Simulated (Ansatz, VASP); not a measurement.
## Two plane-wave programs on WS2

```
W S
1.0
     3.18352    0.00000    0.00000
    -1.59176    2.75701    0.00000
     0.00000    0.00000   16.95058
W S
1 2
Direct
  0.33333 0.66667 0.00000
  0.66667 0.33333 0.90800
  0.66667 0.33333 0.09200
```

Alike in both runs: task relaxation of cell and atoms; functional PBEsol; k mesh 12 × 12 × 2; occupations gaussian, width 0.02 eV; no spin polarisation.

|  | VASP | Ansatz |
| --- | --- | --- |
| version | VASP 6.6.1 | Ansatz 0.2.0 |
| potentials or method | VASP PAW PBE potentials, release 64 (W_sv, S) | scalar-relativistic, plane waves, PAW |
| plane-wave cutoff (eV) | 600 | 420 |
| valence electrons in the cell | 26 | 26 |

```tsv
	VASP	Ansatz	Ansatz less VASP
gap on the k mesh at the Fermi level, each at its own relaxed structure (eV)	1.94	1.94	-0.002
relaxed volume (Å³/atom)	48.61	48.43	-0.177
relaxed cell length with the largest relative difference (Å)	17.003	16.953	-0.0492
energy change over the relaxation (meV/atom)	-5	-5	-0.3
```

Caveats: the PAW data sets were made with another functional, which shifts forces and pressure a little (VASP); spin-orbit coupling is left out, which moves the levels of the heavy elements. PBEsol gaps usually lie below the measured ones, often by a third to a half.
